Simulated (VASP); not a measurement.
Runs of VASP 6.6.1 on Al. The structure is cubic, space group Fm-3m (No. 225). The conventional cell has a = 4.050 Å, b = 4.050 Å, c = 4.050 Å, α = 90.00°, β = 90.00°, γ = 90.00°. Al (site symmetry m-3m) is surrounded by 12 Al at 2.86 Å. 

```tsv
level	gap on the mesh (eV)	pressure (GPa)	relaxed volume (Å³/atom)
revPBE+D3(BJ)	none	0.0	(a)
PBEsol+D4	none	0.0	15.85
revPBE+D3	none	0.0	15.95
RPBE+D4	none	0.0	15.56
RPBE+D3(BJ)	none	-0.1	13.48
revPBE+D4	none	0.0	15.63
PBEsol+rVV10	none	0.0	(b)
RPBE+D3	none	0.0	16.13
```

Alike in all rows: task relaxation of cell and atoms; potentials or basis VASP PAW PBE potentials, release 64 (Al); no spin polarisation; cell relaxed; k mesh 11 × 11 × 11; cutoff (eV) 600; smearing fermi-dirac 0.05 eV.

Problem. Estimate the missing entries.

Solution. (a) 15.41; (b) 16.19.

Caveats: the PAW data sets were made with another functional, which shifts forces and pressure a little; pairwise dispersion overbinds metals, which lowers pressure and volume; the volume moved by over 15 % at a fixed basis, so the end points are rough (some runs); the volume moved by -19 % from the deposited cell, more than functionals usually miss (some runs).

A gap of «none» marks a metal or a gap under the smearing width.

Runs at the PBE level aren't shown here.
